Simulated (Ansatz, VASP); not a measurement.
# As in VASP and in Ansatz

File INCAR:

```
SYSTEM = As
PREC = Accurate
ENCUT = 520
EDIFF = 1E-6
ISMEAR = 0
SIGMA = 0.15
LREAL = .FALSE.
LASPH = .TRUE.
NELM = 100
ALGO = Normal
ISIF = 2
LWAVE = .FALSE.
LCHARG = .FALSE.
GGA = PE
NBANDS = 8
```

Contents of KPOINTS:

```
regular mesh
0
G
  18 18 18
  0 0 0
```

POSCAR

```
As
1.0
    2.5684976572      0.0000000000      0.0000000000
    0.0000000000      2.5684976572      0.0000000000
    0.0000000000      0.0000000000      2.7036817444
As
1
Direct
    0.5000000000      0.5000000000      0.5000000000
```

Input for Ansatz:

```yaml
crystal:
  lattice:
    - [2.5684976572, 0.0, 0.0]
    - [0.0, 2.5684976572, 0.0]
    - [0.0, 0.0, 2.7036817444]
  atoms:
    - { symbol: As, position: [0.5, 0.5, 0.5] }
basis:
  ecutwfc: 420
kpoints:
  mp_grid: { grid: [18, 18, 18] }
hamiltonian:
  xc: pbe
scf:
  occupations: { method: gaussian, width: 0.15 }
output:
  forces: true
  stress: true
  eigenvalues: true
```

Change from the starting cell: strain -0.0500 x Voigt [1, 1, 0, 0, 0, 0], atoms carried along.

Alike in both runs: task single point; functional PBE; k mesh 18 × 18 × 18; occupations gaussian, width 0.15 eV; no spin polarisation.

|  | VASP | Ansatz |
| --- | --- | --- |
| version | VASP 6.6.1 | Ansatz 0.2.0 |
| potentials or method | VASP PAW PBE potentials, release 64 (As) | scalar-relativistic, plane waves, PAW |
| plane-wave cutoff (eV) | 520 | 420 |
| valence electrons in the cell | 5 | 15 |

|  | VASP | Ansatz | Ansatz less VASP |
| --- | --- | --- | --- |
| gap on the k mesh at the Fermi level (eV) | none | none | - |
| pressure (GPa) | 14.8 | 14.3 | -0.45 |
| largest component of the traceless stress (GPa) | 7.33 | 7.20 | -0.131 |

A gap of «none» marks a metal or a gap that the smearing closes. The two sets of potentials don't hold the same shells in valence.
